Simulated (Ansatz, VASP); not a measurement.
# Be in VASP and in Ansatz

The input INCAR:

```
PREC = Accurate
ENCUT = 520
EDIFF = 1E-8
ISMEAR = -1
SIGMA = 0.05
LREAL = F
LASPH = T
NELM = 60
ALGO = Normal
ISIF = 2
LWAVE = F
LCHARG = F
GGA = PS
LEFG = T
NBANDS = 12
```

KPOINTS

```
regular mesh
0
Gamma
  9 9 14
```

The input POSCAR:

```
Be
1.0
    3.7342827559      0.0000000000      0.0000000000
    0.0000000000      3.7342827559      0.0000000000
    0.0000000000      0.0000000000      2.2736502440
Be
4
Direct
    0.2974080000      0.2974080000      0.0000000000
    0.7025920000      0.7025920000      0.0000000000
    0.2025920000      0.7974080000      0.5000000000
    0.7974080000      0.2025920000      0.5000000000
```

Input for Ansatz:

```yaml
crystal:
  lattice:
    - [3.7342827559, 0.0, 0.0]
    - [0.0, 3.7342827559, 0.0]
    - [0.0, 0.0, 2.273650244]
  atoms:
    - { symbol: Be, position: [0.297408, 0.297408, 0.0] }
    - { symbol: Be, position: [0.702592, 0.702592, 0.0] }
    - { symbol: Be, position: [0.202592, 0.797408, 0.5] }
    - { symbol: Be, position: [0.797408, 0.202592, 0.5] }
kpoints:
  mp_grid: { grid: [9, 9, 14] }
scf:
  occupations: { method: fermi_dirac, width: 0.05 }
hamiltonian:
  xc: pbesol
  pseudopotentials: { kind: all_electron, datasets: crystal }
output:
  forces: true
  stress: true
  eigenvalues: true
  efg: { contact_densities: true }
```

Change from the starting cell: volume scaled by 0.99, crystal datasets.

Alike in both runs: task electric field gradients; functional PBEsol; k mesh 9 × 9 × 14; occupations fermi-dirac, width 0.05 eV; no spin polarisation.

|  | VASP | Ansatz |
| --- | --- | --- |
| version | VASP 6.6.1 | Ansatz 0.2.0 |
| potentials or method | VASP PAW PBE potentials, release 64 (Be) | all-electron PAW with datasets made for the crystal, scalar-relativistic |
| plane-wave cutoff (eV) | 520 | see its input |

```tsv
	VASP	Ansatz	Ansatz less VASP
pressure (GPa)	0.5	0.0	-0.46
largest component of the traceless stress (GPa)	0.71	0.73	+0.013
rms of the force components (eV/Å)	0.005	0.003	-0.0021
Vzz of the field gradient on the site that differs most (V/Å²)	1.7	1.4	-0.30
```

Atom by atom the forces differ by 0.002 eV/Å (rms over components). Ansatz ran all-electron here, so the differences hold the error of VASP's frozen core and of both bases.

Caveats: the PAW data sets were made with another functional, which shifts forces and pressure a little (VASP).
